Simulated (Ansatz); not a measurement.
Runs of Ansatz 0.2.0 on Ta2C. The structure is trigonal, space group P-3m1 (No. 164). The conventional cell has a = 3.106 Å, b = 3.106 Å, c = 4.946 Å, α = 90.00°, β = 90.00°, γ = 120.00°. Ta (site symmetry 3m) is surrounded by 3 C at 2.18 Å. C (site symmetry -3m) is surrounded by 6 Ta at 2.18 Å. 

```tsv
task	level	cell	points for each segment of the path	gap on the mesh (eV)	pressure (GPa)	relaxed volume (Å³/atom)	largest force (eV/Å)
single point	PBE0	as given	-	none	-0.8	-	(a)
relaxation of cell and atoms	PBE0	relaxed	-	none	0.0	13.71	-
relaxation of cell and atoms	HSE06	relaxed	-	none	0.0	13.71	-
band structure	HSE06	as given	4	none	-0.8	-	0.27
```

Alike in all rows: potentials or basis Ansatz PAW; no spin polarisation; k mesh 6 × 6 × 4; cutoff (eV) 420; smearing fermi-dirac 0.05 eV; the mesh is coarse, so values aren't converged.

Problem. Fill in the values left out.

Solution. (a) 0.30.

Caveats: all runs use coarse meshes; the PAW data sets come from PBE, with cores solved anew for the run's functional, which leaves a small shift of forces and pressure; the thresholds are loose for stress (some runs); the plane-wave basis is chosen anew once the cell has moved, so the energies of steps on either side of that aren't comparable (some runs); spin-orbit coupling is left out, which moves the levels of the heavy elements (some runs).

A k mesh can miss the band edges, and the runs leave out spin-orbit coupling on Ta.

A gap of «none» marks a metal or a gap under the smearing width.
